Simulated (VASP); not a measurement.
A run of VASP 6.6.1 is set up as follows.

INCAR

```
  ALGO = Normal
  EDIFF = 1E-6
  ENCUT = 420
  ISIF = 2
  ISMEAR = 0
  LASPH = T
  LCHARG = T
  LELF = T
  LMIXTAU = T
  LREAL = F
  LVHAR = T
  LWAVE = F
  METAGGA = SCAN
  NBANDS = 29
  NELM = 100
  PREC = Accurate
  SIGMA = 0.02
```

The input KPOINTS:

```
k-points
0
Gamma
  6 5 8
```

The input POSCAR:

```
FeS2
1.0
    4.4400000000      0.0000000000      0.0000000000
    0.0000000000      5.3900000000      0.0000000000
    0.0000000000      0.0000000000      3.3700000000
Fe S
2 4
Direct
    0.0000000000      0.0000000000      0.0000000000
    0.5000000000      0.5000000000      0.5000000000
    0.2030000000      0.3750000000      0.0000000000
    0.2970000000      0.8750000000      0.5000000000
    0.7970000000      0.6250000000      0.0000000000
    0.7030000000      0.1250000000      0.5000000000
```

Potentials or basis: VASP PAW PBE potentials, release 64 (Fe, S).

Run with:

```sh
$ cat potpaw_PBE.64/Fe/POTCAR potpaw_PBE.64/S/POTCAR > POTCAR
$ mpirun -np 1 vasp_std > vasp.out
```

(1) Estimate the pressure.

(2) Estimate the largest force.

(3) Estimate the band gap on the k mesh.

Results:

(1) 0.5 GPa.

(2) 0.469 eV/Å.

(3) 1.48 eV, indirect (least direct gap 1.86 eV).

Caveat: the PAW data sets were made with another functional, which shifts forces and pressure a little; an odd mesh through Γ misses points on the zone boundary, where band edges often lie.
